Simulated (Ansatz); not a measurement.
A surface is cut from this relaxed crystal of Si2Mo:

```cif
data_structure
_symmetry_space_group_name_H-M 'P 1'
_symmetry_Int_Tables_number 1
_cell_length_a 4.5146
_cell_length_b 4.5146
_cell_length_c 4.5146
_cell_angle_alpha 138.621
_cell_angle_beta 138.621
_cell_angle_gamma 59.953
_cell_volume 39.80
loop_
_atom_site_label
_atom_site_type_symbol
_atom_site_fract_x
_atom_site_fract_y
_atom_site_fract_z
_atom_site_occupancy
Si1 Si 0.33506 0.33506 0.00000 1
Si2 Si 0.66494 0.66494 0.00000 1
Mo1 Mo 0.00000 0.00000 0.00000 1
```

Miller indices refer to the conventional cell of I4/mmm (No. 139), a = 3.190 Å, b = 3.190 Å, c = 7.821 Å, α = 90.00°, β = 90.00°, γ = 90.00°.

Method: Ansatz, DFT PBEsol, scalar-relativistic, plane waves, PAW. Cutoff 420 eV, Gaussian smearing of 0.10 eV, no spin polarisation. A dipole correction acts along the normal.

The work function read from the bulk's Fermi level differs by 0.45 eV, so the slab's middle doesn't match the bulk reference (too thin, or relaxed to another structure or magnetic state).

A relaxed slab with low-index faces, about a nanometre thick, has these properties:

| Item | Value |
| --- | --- |
| Surface energy (mean of both faces) | 3.54 J/m² |
| Work function | 3.58 eV (top), 5.74 eV (bottom) |
| Dipole of the slab along +c, per cell | 0.16 e·Å |

**Question.** Which low-index plane was cut, and which atoms end it?

**Answer.** The (101) plane, with Mo in the top plane and Si in the bottom one as cut, before relaxation. The planes from bottom to top: Si, Si, Mo, Si, Si, Mo, Si, Si, Mo, Si, Si, Mo.